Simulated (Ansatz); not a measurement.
Runs of Ansatz 0.2.0 on GaCo. Symmetry: Pm-3m, No. 221, cubic system. Conventional cell: a = 2.878 Å, b = 2.878 Å, c = 2.878 Å, α = 90.00°, β = 90.00°, γ = 90.00°. Ga (site symmetry m-3m) is surrounded by 8 Co at 2.49 Å. Co (site symmetry m-3m) is surrounded by 8 Ga at 2.49 Å. 

| task | level | potentials or basis | spin | U | cell | cutoff (eV) | smearing | driver | hubbard projectors | double counting | other keys | gap on the mesh (eV) | pressure (GPa) | moment (μB) |
| --- | --- | --- | --- | --- | --- | --- | --- | --- | --- | --- | --- | --- | --- | --- |
| single point | PBEsol+D4+U | Ansatz PAW polarizable | collinear, random start | Co d U = 5 eV | volume scaled by 0.92 | 420 | cold 0.05 eV | chain | all-electron-ortho-atomic | fll | - | none | 8.7 | 0.70 |
| electron localisation function | PBEsol+D3(BJ)+U | SPMS NC | collinear, ferromagnetic start | Co d U = 6.2 eV | as given | 925 | fermi-dirac 0.05 eV | chain | all-electron-ortho-atomic | fll (the default) | - | none | 12.4 | 1.55 |
| single point | PBEsol+D4+U | Ansatz PAW polarizable | collinear, random start | Co d U = 5 eV | volume scaled by 0.92 | 420 | cold 0.05 eV | - | all-electron-ortho-atomic | fll | - | none | 8.7 | 0.70 |
| atomic charges | PBEsol+U | Ansatz PAW polarizable | collinear, ferromagnetic start | Co d U = 4.5 eV | as given | 420 | methfessel-paxton 0.1 eV | chain | atomic | fll (the default) | scf.initial_density.chi_scale = 0; scf.n_extra_bands = 4 | none | -8.3 | (a) |

Alike in all rows: k mesh 9 × 9 × 9.

Q: Estimate the missing entries.

A: (a) 0.56.

Caveats: the magnetic or orbital state may not be the lowest; the U is typed as a test and isn't derived for this compound; pairwise dispersion overbinds metals, which lowers pressure and volume (some runs); the PAW data sets come from PBE, with cores solved anew for the run's functional, which leaves a small shift of forces and pressure (some runs).

A k mesh can miss the band edges, and the runs leave out spin-orbit coupling on Ga.

A gap of «none» marks a metal or a gap under the smearing width.

Runs at the PBE level aren't shown here.
